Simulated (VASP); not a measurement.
# Blue phosphorene and its bilayer, part 8 of 8

Aim: relax blue phosphorene, place its levels against the vacuum, then find how two sheets stack and bind.

VASP 6.6.1; r2SCAN with rVV10; plane waves and PAW (P).

So far. Step 11 (A rigid stacking): Energy at zero smearing: -35.19991 eV. Step 12 (Relaxing the bilayer): The run ended after 15 ionic steps, 0.022 eV below its first step, once the forces on the free atoms met EDIFFG = -0.015.

### Step 13. Levels and bands of the bilayer

The same static run as for one sheet shows what the neighbour does to the levels.

The input, INCAR:

```
SYSTEM = P
PREC = Normal
ENCUT = 350
EDIFF = 1E-06
NELM = 120
ISMEAR = 0
SIGMA = 0.03
LREAL = .FALSE.
ALGO = Normal
METAGGA = R2SCAN
LUSE_VDW = .TRUE.
IVDW_NL = 2
BPARAM = 11.95
CPARAM = 0.0093
LASPH = .TRUE.
NBANDS = 16
LORBIT = 11
LWAVE = .FALSE.
LCHARG = .FALSE.
KPAR = 4
IDIPOL = 3
LDIPOL = .TRUE.
DIPOL = 0.5 0.5 0.5
LVHAR = .TRUE.
LVACPOTAV = .TRUE.
NEDOS = 1500
```

The input, POSCAR:

```
P
1.0
    3.2597576605      0.0000000000      0.0000000000
   -1.6298788303      2.8230329442      0.0000000000
    0.0000000000      0.0000000000     22.5377061808
P
4
Direct
    0.3333333300      0.6666666700      0.3688438796
    0.6666666700      0.3333333300      0.4229719742
    0.3333333300      0.6666666700      0.5770280258
    0.6666666700      0.3333333300      0.6311561204
```

The input, KPOINTS:

```
Automatic mesh
0
Gamma
12 12 1
0 0 0
```

The input, KPOINTS_OPT:

```
Line mode
14
Line-mode
Reciprocal
  0.00000000   0.00000000   0.00000000 GAMMA
  0.50000000   0.00000000   0.00000000 M

  0.50000000   0.00000000   0.00000000 M
  0.33333333   0.33333333   0.00000000 K

  0.33333333   0.33333333   0.00000000 K
  0.00000000   0.00000000   0.00000000 GAMMA
```

PAW data sets: P (PBE family, release 64).

Run with:

```sh
> mpirun -np 4 vasp_std
```

What it wrote:

```text
[... set-up lines as in an earlier step ...]
 entering main loop
       N       E                     dE             d eps       ncg     rms          rms(c)
Total rVV10 correction in eV:      0.4757743    23.2262679
Total rVV10 correction in eV:      0.4757743    23.2262679
Total rVV10 correction in eV:      0.4757743    23.2262679
Total rVV10 correction in eV:      0.4757743    23.2262679
DAV:   1     0.818339268241E+02    0.81834E+02   -0.58304E+03   608   0.686E+02
DAV:   2    -0.302361280595E+02   -0.11207E+03   -0.10628E+03   832   0.154E+02
DAV:   3    -0.389500723829E+02   -0.87139E+01   -0.86608E+01   848   0.506E+01
DAV:   4    -0.391109633683E+02   -0.16089E+00   -0.16050E+00   896   0.808E+00
DAV:   5    -0.391165403527E+02   -0.55770E-02   -0.55763E-02   912   0.134E+00    0.113E+01
Total rVV10 correction in eV:      0.4834589    23.2272922
Total rVV10 correction in eV:      0.4834589    23.2272922
Total rVV10 correction in eV:      0.4834589    23.2272922
Total rVV10 correction in eV:      0.4834589    23.2272922
DAV:   6    -0.352223150708E+02    0.38942E+01   -0.38349E-01   792   0.448E+00    0.744E+00
Total rVV10 correction in eV:      0.5066210    23.2269890
Total rVV10 correction in eV:      0.5066210    23.2269890
Total rVV10 correction in eV:      0.5066210    23.2269890
Total rVV10 correction in eV:      0.5066210    23.2269890
DAV:   7    -0.352281312577E+02   -0.58162E-02   -0.18453E-01   776   0.273E+00    0.888E-01
Total rVV10 correction in eV:      0.5040657    23.2266962
Total rVV10 correction in eV:      0.5040657    23.2266962
Total rVV10 correction in eV:      0.5040657    23.2266962
Total rVV10 correction in eV:      0.5040657    23.2266962
DAV:   8    -0.352250288085E+02    0.31024E-02   -0.14714E-02   864   0.747E-01    0.258E-01
Total rVV10 correction in eV:      0.5046114    23.2266409
Total rVV10 correction in eV:      0.5046114    23.2266409
Total rVV10 correction in eV:      0.5046114    23.2266409
Total rVV10 correction in eV:      0.5046114    23.2266409
DAV:   9    -0.352255492281E+02   -0.52042E-03   -0.91859E-04   952   0.190E-01    0.152E-01
Total rVV10 correction in eV:      0.5047435    23.2265551
Total rVV10 correction in eV:      0.5047435    23.2265551
Total rVV10 correction in eV:      0.5047435    23.2265551
Total rVV10 correction in eV:      0.5047435    23.2265551
DAV:  10    -0.352259428684E+02   -0.39364E-03   -0.33135E-04   848   0.118E-01    0.175E-01
Total rVV10 correction in eV:      0.5056472    23.2264658
Total rVV10 correction in eV:      0.5056472    23.2264658
Total rVV10 correction in eV:      0.5056472    23.2264658
Total rVV10 correction in eV:      0.5056472    23.2264658
DAV:  11    -0.352261650317E+02   -0.22216E-03   -0.18322E-04   816   0.102E-01    0.974E-03
Total rVV10 correction in eV:      0.5057056    23.2264282
Total rVV10 correction in eV:      0.5057056    23.2264282
Total rVV10 correction in eV:      0.5057056    23.2264282
Total rVV10 correction in eV:      0.5057056    23.2264282
DAV:  12    -0.352262067353E+02   -0.41704E-04   -0.68599E-06   912   0.173E-02    0.655E-03
Total rVV10 correction in eV:      0.5058878    23.2263352
Total rVV10 correction in eV:      0.5058878    23.2263352
Total rVV10 correction in eV:      0.5058878    23.2263352
Total rVV10 correction in eV:      0.5058878    23.2263352
DAV:  13    -0.352263050926E+02   -0.98357E-04   -0.26330E-05   808   0.269E-02    0.300E-03
Total rVV10 correction in eV:      0.5059049    23.2263197
Total rVV10 correction in eV:      0.5059049    23.2263197
Total rVV10 correction in eV:      0.5059049    23.2263197
Total rVV10 correction in eV:      0.5059049    23.2263197
DAV:  14    -0.352263172635E+02   -0.12171E-04   -0.66348E-07   712   0.580E-03    0.258E-03
Total rVV10 correction in eV:      0.5059697    23.2262639
Total rVV10 correction in eV:      0.5059697    23.2262639
Total rVV10 correction in eV:      0.5059697    23.2262639
Total rVV10 correction in eV:      0.5059697    23.2262639
DAV:  15    -0.352263725116E+02   -0.55248E-04   -0.96758E-06   792   0.155E-02    0.190E-03
Total rVV10 correction in eV:      0.5059908    23.2262605
Total rVV10 correction in eV:      0.5059908    23.2262605
Total rVV10 correction in eV:      0.5059908    23.2262605
Total rVV10 correction in eV:      0.5059908    23.2262605
DAV:  16    -0.352263732629E+02   -0.75127E-06   -0.15159E-06   704   0.775E-03
 [... a notice as in an earlier step ...]

Total rVV10 correction in eV:      0.5059940    23.2262686
Total rVV10 correction in eV:      0.5059940    23.2262686
Total rVV10 correction in eV:      0.5059940    23.2262686
Total rVV10 correction in eV:      0.5059940    23.2262686
Total rVV10 correction in eV:      0.5059937    23.2262611
Total rVV10 correction in eV:      0.5059937    23.2262611
Total rVV10 correction in eV:      0.5059937    23.2262611
Total rVV10 correction in eV:      0.5059937    23.2262611
   1 F= -.35226373E+02 E0= -.35226373E+02  d E =-.449970E-12
 Start KPOINTS_OPT (optional k-point list driver)
k-point batch [1-19\42]
       N       E                     dE             ncg
DAV:   2    -0.269746844914E+04   -0.21112E+04      904
DAV:   3    -0.286849305975E+04   -0.17102E+03      832
DAV:   4    -0.287155455403E+04   -0.30615E+01      936
DAV:   5    -0.287162561227E+04   -0.71058E-01      840
DAV:   6    -0.287162814237E+04   -0.25301E-02      960
DAV:   7    -0.287162820487E+04   -0.62499E-04      856
DAV:   8    -0.287162820758E+04   -0.27162E-05      792
DAV:   9    -0.287162820770E+04   -0.11558E-06      688
[...]
k-point batch [39-42\42]
       N       E                     dE             ncg
DAV:   1     0.747856621299E+04   -0.24625E+03      128
DAV:   2     0.710669682866E+04   -0.37187E+03      184
DAV:   3     0.707130658277E+04   -0.35390E+02      184
DAV:   4     0.707045040482E+04   -0.85618E+00      216
DAV:   5     0.707043299344E+04   -0.17411E-01      184
DAV:   6     0.707043269365E+04   -0.29980E-03      224
DAV:   7     0.707043268377E+04   -0.98733E-05      208
DAV:   8     0.707043268342E+04   -0.35011E-06      176
```

Elapsed: 37 s, on 4 MPI ranks of Intel Xeon 6975P-C (Granite Rapids), shared host; peak memory 1.1 GiB.

Parts of OUTCAR (step 13):

```text
   NELECT =      20.0000    total number of electrons

 E-fermi :  -1.5750

 k-point     1 :       0.0000    0.0000    0.0000
  band No.  band energies     occupation
    ...
      6      -2.4872      2.00000
      7      -2.4872      2.00000
      8      -2.4622      2.00000
      9      -2.4622      2.00000
     10      -1.8495      2.00000
     11       1.9413      0.00000
     12       1.9413      0.00000
     13       1.9537      0.00000
     14       1.9537      0.00000
     15       2.1436      0.00000
    ...

  Total        0.0455523      0.0455523     -0.0273398     -0.0000000      0.0000000      0.0000000
  in kB        0.3518926      0.3518926     -0.2112008     -0.0000000      0.0000000      0.0000000
  external PRESSURE =       0.1641948 kB  Pullay stress =       0.0000000 kB

 POSITION                                       TOTAL-FORCE (eV/Angst)
 -----------------------------------------------------------------------------------
     -0.00000      1.88202      8.31289        -0.000000      0.000000     -0.002447
      1.62988      0.94101      9.53282        -0.000000      0.000000      0.002001
     -0.00000      1.88202     13.00489         0.000000     -0.000000     -0.002001
      1.62988      0.94101     14.22481        -0.000000     -0.000000      0.002447
 -----------------------------------------------------------------------------------
    total drift:                                0.000000     -0.000000      0.000000

  FREE ENERGIE OF THE ION-ELECTRON SYSTEM (eV)
  ---------------------------------------------------
  free  energy   TOTEN  =       -35.2263732629 eV

  energy  without entropy=      -35.2263732629  energy(sigma->0) =      -35.22637326

 vacuum level on the upper side and lower side of the slab         4.230         4.230

[... 9 parts as in an earlier step ...]

[... 9 further parts left out ...]
```

Numbers from this step:

```
electronic cycles                                 : 16
Fermi energy                                      : -1.575 eV
least gap on mesh and path                        : 1.46 eV
least direct gap on mesh and path                 : 1.986 eV
vacuum levels                                     : 4.23, 4.23 eV
ionisation potentials of the upper and lower face : 5.936, 5.936 eV
electron affinities of the upper and lower face   : 4.476, 4.476 eV
```

The electronic bands at the labelled points (eV, zero at the valence-band top; v1 is the highest filled band, c1 the lowest empty one):

```csv
point,v4,v3,v2,v1,c1,c2,c3,c4
Γ,-0.78,-0.76,-0.76,-0.14,3.65,3.65,3.66,3.66
0.46 of the way,-2.09,-2.05,-1.04,-0.05,2.09,2.27,5.06,5.13
M,-3.09,-3.05,-2.13,-1.77,1.64,1.75,2.98,3.82
0.46 of the way,-3.45,-3.02,-2.07,-1.72,2.74,2.82,3.73,4.01
K,-2.55,-2.55,-2.15,-2.15,1.56,2.18,4.97,4.97
0.46 of the way,-3.86,-3.81,-0.83,-0.27,3.20,3.64,3.80,4.15
Γ,-0.78,-0.76,-0.76,-0.14,3.65,3.65,3.66,3.66
```

Zero at the Fermi level. The planar average of the electrostatic potential by height:

height (Å), planar average of the electrostatic potential (eV) and a bar from the least value:
```
      0.0        5.8 ##############################
      0.5        5.8 ##############################
      1.0        5.8 ##############################
      1.5        5.8 ##############################
      2.0        5.8 ##############################
      2.5        5.8 ##############################
      3.0        5.8 ##############################
      3.5        5.8 ##############################
      4.0        5.8 ##############################
      4.5        5.8 ##############################
      5.0        5.8 ##############################
      5.5        5.8 ##############################
      6.0        5.7 ##############################
      6.5        5.5 ##############################
      7.0        4.6 ############################
      7.5        1.1 #######################
      8.0      -10.4 ######
      8.5      -14.0 #
      9.0      -10.6 ######
      9.5      -14.5 
     10.0       -6.6 ############
     10.5        2.7 #########################
     11.0        4.9 #############################
     11.5        5.0 #############################
     12.0        3.0 ##########################
     12.5       -5.6 #############
     13.0      -14.3 
     13.5      -10.9 #####
     14.0      -13.7 #
     14.5      -11.2 #####
     15.0        0.5 ######################
     15.5        4.5 ############################
     16.0        5.5 ##############################
     16.5        5.7 ##############################
     17.0        5.8 ##############################
     17.5        5.8 ##############################
     18.0        5.8 ##############################
     18.5        5.8 ##############################
     19.0        5.8 ##############################
     19.5        5.8 ##############################
     20.0        5.8 ##############################
     20.5        5.8 ##############################
     21.0        5.8 ##############################
     21.5        5.8 ##############################
     22.0        5.8 ##############################
```

Density of states in the PAW spheres, an atom over height of the layer and energy from the Fermi level.

Values in states/eV, 22 rows by 4 columns, each cell a mean:
```
0.000 0.000 0.000 0.000
0.080 0.104 0.104 0.080
0.113 0.141 0.141 0.113
0.144 0.148 0.148 0.144
0.393 0.351 0.351 0.393
0.365 0.337 0.337 0.365
0.227 0.231 0.231 0.227
0.188 0.193 0.193 0.188
0.156 0.155 0.155 0.156
0.290 0.285 0.285 0.290
0.363 0.362 0.362 0.363
0.126 0.126 0.126 0.126
0.306 0.305 0.305 0.306
0.261 0.256 0.256 0.261
0.247 0.259 0.259 0.247
0.084 0.087 0.087 0.084
0.043 0.042 0.042 0.043
0.053 0.053 0.053 0.053
0.101 0.100 0.100 0.101
0.182 0.182 0.182 0.182
0.242 0.243 0.243 0.242
0.005 0.005 0.005 0.005
```
Columns: height of the layer (Å) from 8.3 to 14.2 (not evenly spaced); rows upwards: energy from the Fermi level (eV) from -7.9 to 0.5.

The map of layer states is cut here 0.5 eV above the Fermi level, so it leaves out the states above that.

The vacuum level lies 5.94 eV above the highest filled level at the upper face; both faces agree, as the slab has next to no dipole.

The program found no field-free point at its default tolerance, but its printed level agrees with the flat part of the planar average.

### Step 14. Derived quantities

This step: monolayer and bilayer, r2SCAN + rVV10; plane waves and PAW (VASP 6.6.1).

Derived from the runs above.

This step gave:

```yaml
polarisability_per_area_of_the_slab_or_monolayer: 0.2950 Å
binding_energy: -14.42 meV/Å²
interlayer_gap: 3.472 Å
bilayer_gap: 1.46 eV
bilayer_level_below_vacuum: 5.936 eV
lattice_a: 3.260 Å
lattice_b: 3.260 Å
thickness: 1.219 Å
monolayer_gap: 2.176 eV
ionisation_potential_at_the_upper_face: 6.428 eV
```

VASP counts both for electrons: a positive EFIELD is a field along -c, and a positive dipole, in electrons times A, points along -c. Field, by row:

```
EFIELD (eV/Å)  dipole along z of the monolayer (e Å)  energy change of the monolayer (eV)
         -0.1                               -0.01886                             -9.45e-4
            0                                      0                                    0
          0.1                                0.01886                             -9.45e-4
```

Rigid sheets, 3.1 Å apart. Stackings, by row:

```
                              stacking  energy above the lowest (meV/Å²)
     same orientation, shift 0.00 0.00                                 0
turned by 180 degrees, shift 0.33 0.67                            0.5388
     same orientation, shift 0.67 0.33                             4.531
     same orientation, shift 0.33 0.67                             32.11
turned by 180 degrees, shift 0.00 0.00                             36.79
```

The polarisability is the slope of the dipole against the field, as a volume for each unit of area.

### Step 15. Outcome

```
lattice a                                        : 3.26 Å
monolayer gap                                    : 2.18 eV
binding energy                                   : -14.4 meV/Å²
interlayer gap                                   : 3.47 Å
bilayer gap                                      : 1.46 eV
polarisability per area of the slab or monolayer : 0.295 Å
```

The monolayer relaxes to a = 3.260 Å and has a gap of 2.18 eV. The ionisation potential is 6.43 eV at both faces. Of 5 rigid stackings the lowest has the upper sheet in the same orientation and shifted by (0.00, 0.00) in cell vectors, and the highest lies 36.8 meV/Å² above it. Relaxed, the sheets lie 3.47 Å apart and bind by 14.4 meV/Å². The next stacking lies close, and only the lowest was relaxed, so the order could change. The second sheet narrows the gap, to 1.46 eV. All runs are without spin polarisation. The bilayer keeps the monolayer's lattice, and only high-symmetry stackings were tried. Semilocal gaps are too small.

[Lines on the potential files, build, host, timing and source positions are cut from VASP's logs without a mark.]

[Logs are printed without paths, hosts, clocks, repeated set-up lines and the standing remarks that a program may print on its own settings, such as how far it seeks lower states.]

[Hosts, paths, dates, database ids (printed as entryN), source tags and the programs' standing remarks are cut or masked in the printed files.]

[Runs that stopped without an error message from VASP are left out.]
